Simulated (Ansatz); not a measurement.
TiC:

```
Ti C
1.0
     0.00000    2.16572    2.16572
     2.16572    0.00000    2.16572
     2.16572    2.16572    0.00000
Ti C
1 1
Direct
  0.00000 0.00000 0.00000
  0.50000 0.50000 0.50000
```

The cell is a database's computed one.

Base run:

| Item | Value |
| --- | --- |
| Program | Ansatz 0.2.0 |
| Functional | PBEsol |
| Potentials or basis | all-electron LAPW, scalar-relativistic |
| Cutoff | 312 eV |
| Density cutoff | 1249 eV |
| Basis error allowed | 0.001 eV/atom |
| k mesh | 11 × 11 × 11 |
| Occupations | fermi-dirac, width 0.05 eV |
| Spin | no spin polarisation |

Its results: pressure -6.7 GPa.

After a change of settings the same cell gave: pressure 4.8 GPa. Which change was it?
A. functional from PBEsol to RPBE
B. potentials or basis from all-electron LAPW, scalar-relativistic to all-electron PAW datasets made for the crystal; k mesh from 11 × 11 × 11 to 8 × 8 × 8
C. functional from PBEsol to PBE; occupations from fermi-dirac, width 0.05 eV to gaussian, width 0.03 eV
D. occupations from fermi-dirac, width 0.05 eV to gaussian, width 0.02 eV

A.

RPBE binds less tightly than PBEsol, so the same cell stands under more pressure.

Not every run made on this cell is shown here.
